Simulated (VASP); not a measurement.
# NaI (Fm-3m) in VASP: settings compared

Aim: see how the results for NaI move with the level of theory and the settings. Levels: r2SCAN, PBE. Tasks: relaxation of cell and atoms.

Everything below comes from runs of VASP 6.6.1. Logs are shortened: lines on timing, memory, paths and dates and some standing lists are left out, and cuts for length are marked.

## (1) The crystal as given

It takes space group Fm-3m (No. 225, cubic). The conventional cell has a = 6.446 Å, b = 6.446 Å, c = 6.446 Å, α = 90.00°, β = 90.00°, γ = 90.00°. Na (site symmetry m-3m) has 6 I at 3.22 Å as nearest neighbours. I (site symmetry m-3m) is surrounded by 6 Na at 3.22 Å.

## (2) Relaxation of cell and atoms, r2SCAN

The input, INCAR:

```
SYSTEM = NaI
PREC = Accurate
ENCUT = 600
EDIFF = 1E-7
ISMEAR = 0
SIGMA = 0.03
LREAL = .FALSE.
LASPH = .TRUE.
NELM = 80
ALGO = Normal
ISIF = 3
LWAVE = .FALSE.
LCHARG = .FALSE.
METAGGA = R2SCAN
LMIXTAU = .TRUE.
IBRION = 2
NSW = 90
EDIFFG = -0.005
```

The input, KPOINTS:

```
regular mesh
0
G
  8 8 8
  0 0 0
```

The input, POSCAR:

```
NaI                                     
1.0
    0.0000000000      3.2230261663      3.2230261663
    3.2230261663      0.0000000000      3.2230261663
    3.2230261663      3.2230261663     -0.0000000000
  Na              I             
     1     1
Direct
     0.0000000000000000    0.0000000000000000    0.0000000000000000
     0.5000000000000000    0.5000000000000000    0.5000000000000000
```

Potentials or basis: VASP PAW PBE potentials, release 64 (Na_pv, I).

Command:

```bash
$ cat potpaw_PBE.64/Na_pv/POTCAR potpaw_PBE.64/I/POTCAR > POTCAR
$ mpirun -np 1 vasp_std > vasp.out
```

OUTCAR:

```text
SYSTEM = NaI
   PREC = Accurate
   ENCUT = 600
   EDIFF = 1E-7
   ISMEAR = 0
   LREAL = .FALSE.
   LASPH = .TRUE.
   NELM = 80
   ISIF = 3
   METAGGA = R2SCAN
   IBRION = 2
   NSW = 90
   EDIFFG = -0.005

 ion  position               nearest neighbor table
   1  0.000  0.000  0.000-
   2  0.500  0.500  0.500-

  LATTYP: Found a face centered cubic cell.
 ALAT       =     6.4460523326

  Lattice vectors:

 A1 = (   0.0000000000,   3.2230261663,   3.2230261663)
 A2 = (   3.2230261663,   0.0000000000,   3.2230261663)
 A3 = (   3.2230261663,   3.2230261663,   0.0000000000)

Analysis of symmetry for initial positions (statically):
=====================================================================
 Subroutine PRICEL returns:
 Original cell was already a primitive cell.

 Routine SETGRP: Setting up the symmetry group for a
 face centered cubic supercell.

 Subroutine GETGRP returns: Found 48 space group operations
 (whereof 48 operations were pure point group operations)
 out of a pool of 48 trial point group operations.

The static configuration has the point symmetry O_h .

Analysis of symmetry for dynamics (positions and initial velocities):
=====================================================================
 Subroutine PRICEL returns:
 Original cell was already a primitive cell.

 Routine SETGRP: Setting up the symmetry group for a
 face centered cubic supercell.

 Subroutine GETGRP returns: Found 48 space group operations
 (whereof 48 operations were pure point group operations)
 out of a pool of 48 trial point group operations.

The dynamic configuration has the point symmetry O_h .

 Subroutine INISYM returns: Found 48 space group operations
 (whereof 48 operations are pure point group operations),
 and found     1 'primitive' translations

----------------------------------------------------------------------------------------

                                     Primitive cell

  volume of cell :      66.9609

  direct lattice vectors                    reciprocal lattice vectors
     0.000000000  3.223026166  3.223026166    -0.155133708  0.155133708  0.155133708
     3.223026166  0.000000000  3.223026166     0.155133708 -0.155133708  0.155133708
     3.223026166  3.223026166  0.000000000     0.155133708  0.155133708 -0.155133708

  length of vectors
     4.558047316  4.558047316  4.558047316     0.268699464  0.268699464  0.268699464

  position of ions in fractional coordinates (direct lattice)
     0.000000000  0.000000000  0.000000000
     0.500000000  0.500000000  0.500000000

  ion indices of the primitive-cell ions
   primitive index   ion index
[... 87 lines left out ...]
   EMIN   =  10.00;   EMAX   =-10.00  energy-range for DOS
   EFERMI =   0.00;   METHOD = LEGACY
   ISMEAR =     0;   SIGMA  =   0.03  broadening in eV -4-tet -1-fermi 0-gaus
   EFERMI_NEDOS =   21; number of points for ismear=-14 and -15
   IALGO  =     38    algorithm
   IMIX   =      4    mixing-type and parameters
     AMIX     =   0.40;   BMIX     =  1.00
     AMIX_MAG =   1.60;   BMIX_MAG =  1.00
  volume/ion in A,a.u.               =      33.48       225.94
  Fermi-wavevector in a.u.,A,eV,Ry     =   0.971651  1.836154 12.845340  0.944106
  Thomas-Fermi vector in A             =   2.101886
   LORBIT       =      0    0 simple, 1 ext, 2 COOP (PROOUT), +10 PAW based schemes
   METAGGA = R2SCAN    functional components
   LHFCALC =     F    Hartree Fock is set to
   AEXX    =    0.0000 exact exchange contribution
   IVDW    =     0    specifies the selected vdW correction
   LEPSILON=     F    determine dielectric tensor
   LRPA    =     F    only Hartree local field effects (RPA)
 conjugate gradient relaxation of ions
 non-spin polarized calculation
 Gauss-broadening in eV      SIGMA  =   0.03
  energy-cutoff  :      600.00
  volume of cell :       66.96
 maximum number of plane-waves:      2252
   NGX = 19   NGY = 19   NGZ = 19

 number of electron      13.9999995 magnetization

 Free energy of the ion-electron system (eV)
  ---------------------------------------------------
  ext. energy  EPLUGINS =         0.00000000
  ---------------------------------------------------
  free energy    TOTEN  =       -31.08751479 eV

  energy without entropy =      -31.08751479  energy(sigma->0) =      -31.08751479

 E-fermi :   0.7871     XC(G=0):  -8.1218

 val. band max:        0.5671827405   @ k =   0.0000   0.0000   0.0000
 cond. band min:       5.0444756437   @ k =   0.0000   0.0000   0.0000
 fundamental gap:      4.4772929032
 Fermi energy:         0.7871435967

 k-point     1 :       0.0000    0.0000    0.0000
  band No.  band energies     occupation
      1     -22.6722      2.00000
      2     -22.6719      2.00000
      3     -22.6719      2.00000
      4     -10.8114      2.00000
      5       0.5672      2.00000
      6       0.5672      2.00000
      7       0.5672      2.00000
      8       5.0445      0.00000
      9       9.0415      0.00000
     10       9.0416      0.00000
     11       9.0416      0.00000
[... 309 lines left out ...]
 k-point    24 :      -0.3750    0.2500    0.1250
  band No.  band energies     occupation
      1     -22.6764      2.00000
      2     -22.6736      2.00000
      3     -22.6727      2.00000
      4     -10.4185      2.00000
      5      -1.3865      2.00000
      6      -0.3805      2.00000
      7       0.0559      2.00000
      8       7.3292      0.00000
      9       7.5939      0.00000
     10       9.5321      0.00000
     11       9.5869      0.00000

 [... further k-points ...]

------------------------ aborting loop because EDIFF is reached ----------------------------------------

  FORCE on cell =-STRESS in cart. coord.  units (eV):
  Direction    XX          YY          ZZ          XY          YZ          ZX
  --------------------------------------------------------------------------------------
  -------------------------------------------------------------------------------------
  Total        0.0076252      0.0076252      0.0076252     -0.0000000      0.0000000     -0.0000000
  in kB        0.1824483      0.1824483      0.1824483     -0.0000000      0.0000000     -0.0000000
  external PRESSURE =       0.1824483 kB  Pullay stress =       0.0000000 kB

 VOLUME and BASIS-vectors are now :
 -----------------------------------------------------------------------------
  energy-cutoff  :      600.00
  volume of cell :       66.96
      direct lattice vectors                 reciprocal lattice vectors
     0.000000000  3.223026166  3.223026166    -0.155133708  0.155133708  0.155133708
     3.223026166  0.000000000  3.223026166     0.155133708 -0.155133708  0.155133708
     3.223026166  3.223026166  0.000000000     0.155133708  0.155133708 -0.155133708

 POSITION                                       TOTAL-FORCE (eV/Angst)
 -----------------------------------------------------------------------------------
      0.00000      0.00000      0.00000         0.000000     -0.000000      0.000000
      3.22303      3.22303      3.22303         0.000000      0.000000     -0.000000
 -----------------------------------------------------------------------------------
    total drift:                                0.000000      0.000000      0.000000

  FREE ENERGIE OF THE ION-ELECTRON SYSTEM (eV)
  ---------------------------------------------------
  free  energy   TOTEN  =       -31.0875147859 eV

  energy  without entropy=      -31.0875147859  energy(sigma->0) =      -31.08751479

 reached required accuracy - stopping structural energy minimisation
```

CONTCAR:

```text
NaI
   1.00000000000000
     0.0000000000000000    3.2230261662999999    3.2230261662999999
     3.2230261662999999    0.0000000000000000    3.2230261662999999
     3.2230261662999999    3.2230261662999999    0.0000000000000000
  Na              I
     1     1
Direct
     0.0000000000000000    0.0000000000000000    0.0000000000000000
     0.5000000000000000    0.5000000000000000    0.5000000000000000

  0.00000000E+00  0.00000000E+00  0.00000000E+00
  0.00000000E+00  0.00000000E+00  0.00000000E+00
```

Run time: 68 s. Hardware: 1 thread of Intel Xeon Platinum 8559C (Emerald Rapids), shared host; peak memory 0.22 GiB.

What came out:

```
Free energy             : -31.0875 eV
Pressure after relaxing : 0.0 GPa
Band gap on the k mesh  : 4.48 eV, direct
```

Final structure:
```
Na I
1.0
     0.00000    3.22303    3.22303
     3.22303    0.00000    3.22303
     3.22303    3.22303    0.00000
Na I
1 1
Direct
  0.00000 0.00000 0.00000
  0.50000 0.50000 0.50000
```

Levels at points of the mesh, in eV from the valence-band top:
| k point | band 3 | band 4 | band 5 | band 6 | band 7 | band 8 | band 9 | band 10 | band 11 |
| --- | --- | --- | --- | --- | --- | --- | --- | --- | --- |
| (0.00, 0.00, 0.00) | -23.24 | -11.38 | 0.00 | 0.00 | 0.00 | 4.48 | 8.47 | 8.47 | 8.47 |
| (0.50, 0.00, 0.00) | -23.24 | -11.03 | -2.23 | -0.31 | -0.31 | 5.70 | 8.08 | 8.08 | 9.87 |
| (0.50, 0.50, 0.00) | -23.24 | -10.95 | -1.98 | -0.78 | -0.78 | 5.24 | 6.00 | 10.81 | 12.21 |

Caveat: the relaxation stopped at its first step, so nothing moved; the PAW data sets were made with another functional, which shifts forces and pressure a little; spin-orbit coupling is left out, which moves the levels of the heavy elements.

## (3) Relaxation of cell and atoms, PBE

This run uses another cell than the first one, of 33.90 Å³/atom, 1.013 times its volume.

The input, INCAR:

```
SYSTEM = NaI
PREC     = Accurate       ! precision mode
ENCUT    = 300            ! plane-wave cutoff, eV
EDIFF    = 1E-6           ! SCF threshold, eV
ISMEAR   = 0              ! smearing method
SIGMA    = 0.03           ! smearing width, eV
LREAL    = .FALSE.        ! projectors in reciprocal space
LASPH    = .TRUE.         ! aspherical terms in the spheres
NELM     = 80             ! most SCF steps
ALGO     = Normal         ! electronic algorithm
ISIF     = 3              ! what is computed and relaxed
LWAVE    = .FALSE.        ! write WAVECAR
LCHARG   = .FALSE.        ! write CHGCAR
GGA      = PE             ! functional
IBRION   = 2              ! ionic algorithm
NSW      = 90             ! ionic steps
EDIFFG   = -0.01          ! ionic threshold
```

The input, KPOINTS:

```
Automatic mesh
0
G
  4 4 4
  0 0 0
```

The input, POSCAR:

```
NaI
1.0
    0.0000000000      3.2364000000      3.2364000000
    3.2364000000      0.0000000000      3.2364000000
    3.2364000000      3.2364000000      0.0000000000
Na I
1 1
Direct
    0.0000000000      0.0000000000      0.0000000000
    0.5000000000      0.5000000000      0.5000000000
```

Potentials or basis: VASP PAW PBE potentials, release 64 (Na, I).

Command:

```bash
$ cat potpaw_PBE.64/Na/POTCAR potpaw_PBE.64/I/POTCAR > POTCAR
$ mpirun -np 1 vasp_std > vasp.out
```

OUTCAR:

```text
SYSTEM = NaI
   PREC = Accurate
   ENCUT = 300
   EDIFF = 1E-6
   ISMEAR = 0
   LREAL = .FALSE.
   LASPH = .TRUE.
   NELM = 80
   ISIF = 3
   GGA = PE
   IBRION = 2
   NSW = 90
   EDIFFG = -0.01

 ion  position               nearest neighbor table
   1  0.000  0.000  0.000-   2 3.24   2 3.24   2 3.24   2 3.24   2 3.24   2 3.24
   2  0.500  0.500  0.500-   1 3.24   1 3.24   1 3.24   1 3.24   1 3.24   1 3.24

  LATTYP: Found a face centered cubic cell.
 ALAT       =     6.4728000000

  Lattice vectors:

 A1 = (   0.0000000000,   3.2364000000,   3.2364000000)
 A2 = (   3.2364000000,   0.0000000000,   3.2364000000)
 A3 = (   3.2364000000,   3.2364000000,   0.0000000000)

Analysis of symmetry for initial positions (statically):
=====================================================================
 Subroutine PRICEL returns:
 Original cell was already a primitive cell.

 Routine SETGRP: Setting up the symmetry group for a
 face centered cubic supercell.

 Subroutine GETGRP returns: Found 48 space group operations
 (whereof 48 operations were pure point group operations)
 out of a pool of 48 trial point group operations.

[... 138 lines left out ...]

 number of electron       8.0000003 magnetization

 Free energy of the ion-electron system (eV)
  ---------------------------------------------------
  ext. energy  EPLUGINS =         0.00000000
  ---------------------------------------------------
  free energy    TOTEN  =        -5.39695699 eV

  energy without entropy =       -5.39695699  energy(sigma->0) =       -5.39695699

------------------------ aborting loop because EDIFF is reached ----------------------------------------

  FORCE on cell =-STRESS in cart. coord.  units (eV):
  Direction    XX          YY          ZZ          XY          YZ          ZX
  --------------------------------------------------------------------------------------
  -------------------------------------------------------------------------------------
  Total        0.1172391      0.1172391      0.1172391      0.0000000      0.0000000     -0.0000000
  in kB        2.7705531      2.7705531      2.7705531      0.0000000      0.0000000     -0.0000000
  external PRESSURE =       2.7705531 kB  Pullay stress =       0.0000000 kB
[... 59 lines left out ...]
--------------------------------------- Ionic step        3  -------------------------------------------

 number of electron       8.0000003 magnetization

 Free energy of the ion-electron system (eV)
  ---------------------------------------------------
  ext. energy  EPLUGINS =         0.00000000
  ---------------------------------------------------
  free energy    TOTEN  =        -5.39793720 eV

  energy without entropy =       -5.39793720  energy(sigma->0) =       -5.39793720

 E-fermi :   0.9773     XC(G=0):  -7.5031

 val. band max:        0.8265032601   @ k =   0.0000   0.0000   0.0000
 cond. band min:       4.4122430597   @ k =   0.0000   0.0000   0.0000
 fundamental gap:      3.5857397996
 Fermi energy:         0.9772854671

 k-point     1 :       0.0000    0.0000    0.0000
  band No.  band energies     occupation
      1     -10.1442      2.00000
      2       0.8265      2.00000
      3       0.8265      2.00000
      4       0.8265      2.00000
      5       4.4122      0.00000
      6       8.7533      0.00000
      7       8.7533      0.00000
      8       8.7533      0.00000
[... 104 lines left out ...]
  FREE ENERGIE OF THE ION-ELECTRON SYSTEM (eV)
  ---------------------------------------------------
  free  energy   TOTEN  =        -5.3979372031 eV

  energy  without entropy=       -5.3979372031  energy(sigma->0) =       -5.39793720

 reached required accuracy - stopping structural energy minimisation
```

It took 6.9 s on 1 thread of Intel Xeon Platinum 8488C (Sapphire Rapids), shared host; peak memory 0.15 GiB.

What came out:

```
Free energy                            : -5.3979 eV
Relaxed volume                         : 34.49 Å³/atom
Relaxed cell                           : a = 4.603 Å, b = 4.603 Å, c = 4.603 Å, α = 60.00°, β = 60.00°, γ = 60.00°
Space group after relaxing (to 0.05 Å) : Fm-3m (No. 225)
Energy gained by relaxing              : 0.5 meV/atom
Ionic steps                            : 3
Pressure after relaxing                : 0.0 GPa
Band gap on the k mesh                 : 3.59 eV, direct
```

Step by step:
```tsv
step	energy change (eV)	largest force (eV/Å)	pressure (GPa)	volume (Å³)
1	0.0000	0.0000	0.28	67.80
2	-0.0007	0.0000	0.14	68.37
3	-0.0010	0.0000	0.00	68.98
```

Final structure:
```xyz
2
Lattice="0.0000 3.2550 3.2550 3.2550 0.0000 3.2550 3.2550 3.2550 0.0000" Properties=species:S:1:pos:R:3 pbc="T T T"
Na    0.0000    0.0000    0.0000
I     3.2550    3.2550    3.2550
```

Levels at points of the mesh, in eV from the valence-band top:
| k point | band 2 | band 3 | band 4 | band 5 | band 6 | band 7 |
| --- | --- | --- | --- | --- | --- | --- |
| (0.00, 0.00, 0.00) | 0.00 | 0.00 | 0.00 | 3.59 | 7.93 | 7.93 |
| (0.50, 0.00, 0.00) | -2.12 | -0.27 | -0.27 | 5.08 | 7.41 | 7.41 |
| (0.50, 0.50, 0.00) | -1.86 | -0.73 | -0.73 | 4.46 | 5.58 | 9.74 |

Caveat: the k mesh is coarse (spacing up to 0.42 Å⁻¹), so the values aren't converged; spin-orbit coupling is left out, which moves the levels of the heavy elements.

## (4) Relaxation of cell and atoms, PBE

This run uses another cell than the first one, of 34.49 Å³/atom, 1.030 times its volume.

Edit INCAR of step 3 so:

```diff
@@ -3,3 +3,3 @@
 ENCUT    = 300            ! plane-wave cutoff, eV
-EDIFF    = 1E-6           ! SCF threshold, eV
+EDIFF    = 1E-7           ! SCF threshold, eV
 ISMEAR   = 0              ! smearing method
@@ -16,2 +16,2 @@
 NSW      = 90             ! ionic steps
-EDIFFG   = -0.01          ! ionic threshold
+EDIFFG   = -0.005         ! ionic threshold
```

KPOINTS is that of step 3.

The input, POSCAR:

```
NaI                                     
1.0
    0.0000000000      3.2550232621      3.2550232621
    3.2550232621      0.0000000000      3.2550232621
    3.2550232621      3.2550232621      0.0000000000
  Na              I             
     1     1
Direct
     0.0000000000000000    0.0000000000000000    0.0000000000000000
     0.5000000000000000    0.5000000000000000    0.5000000000000000
```

Command:

```bash
$ cat potpaw_PBE.64/Na/POTCAR potpaw_PBE.64/I/POTCAR > POTCAR
$ mpirun -np 1 vasp_std > vasp.out
```

It took 3.2 s on 1 thread of Intel Xeon Platinum 8488C (Sapphire Rapids), shared host; peak memory 0.14 GiB.

Results (log left out):

- Free energy: -5.3980 eV
- Pressure after relaxing: 0.0 GPa
- Band gap on the k mesh: 3.59 eV, direct

Final structure:
```cif
data_structure
_symmetry_space_group_name_H-M 'P 1'
_symmetry_Int_Tables_number 1
_cell_length_a 4.6033
_cell_length_b 4.6033
_cell_length_c 4.6033
_cell_angle_alpha 60.000
_cell_angle_beta 60.000
_cell_angle_gamma 60.000
_cell_volume 68.98
loop_
_atom_site_label
_atom_site_type_symbol
_atom_site_fract_x
_atom_site_fract_y
_atom_site_fract_z
_atom_site_occupancy
Na1 Na 0.00000 0.00000 0.00000 1
I1 I 0.50000 0.50000 0.50000 1
```

Levels at points of the mesh, in eV from the valence-band top:
```csv
k point,band 2,band 3,band 4,band 5,band 6,band 7
"(0.00, 0.00, 0.00)",0.00,0.00,0.00,3.59,7.93,7.93
"(0.50, 0.00, 0.00)",-2.12,-0.27,-0.27,5.08,7.41,7.41
"(0.50, 0.50, 0.00)",-1.86,-0.73,-0.73,4.46,5.58,9.74
```

Caveat: the relaxation stopped at its first step, so nothing moved; spin-orbit coupling is left out, which moves the levels of the heavy elements. Expect the measured gap to be larger: semilocal functionals such as PBE lack the derivative discontinuity.

## (5) Summary

| level | potentials or basis | k mesh | cutoff (eV) | mesh quality | gap on the mesh (eV) | pressure (GPa) |
| --- | --- | --- | --- | --- | --- | --- |
| r2SCAN | VASP PAW PBE potentials, release 64 (Na_pv, I) | 8 × 8 × 8 | 600 | not flagged | 4.48 | 0.0 |
| PBE | VASP PAW PBE potentials, release 64 (Na, I) | 4 × 4 × 4 | 300 | coarse | 3.59 | 0.0 |
| PBE | VASP PAW PBE potentials, release 64 (Na, I) | 4 × 4 × 4 | 300 | not flagged | 3.59 | 0.0 |

Alike in all rows: task relaxation of cell and atoms; no spin polarisation; cell relaxed; smearing gaussian 0.03 eV.

Caveats: some runs use coarse meshes; spin-orbit coupling is left out, which moves the levels of the heavy elements; the relaxation stopped at its first step, so nothing moved (some runs); the PAW data sets were made with another functional, which shifts forces and pressure a little (some runs).

Total energies depend on the potentials used, so only differences within one code and one set of settings carry meaning.
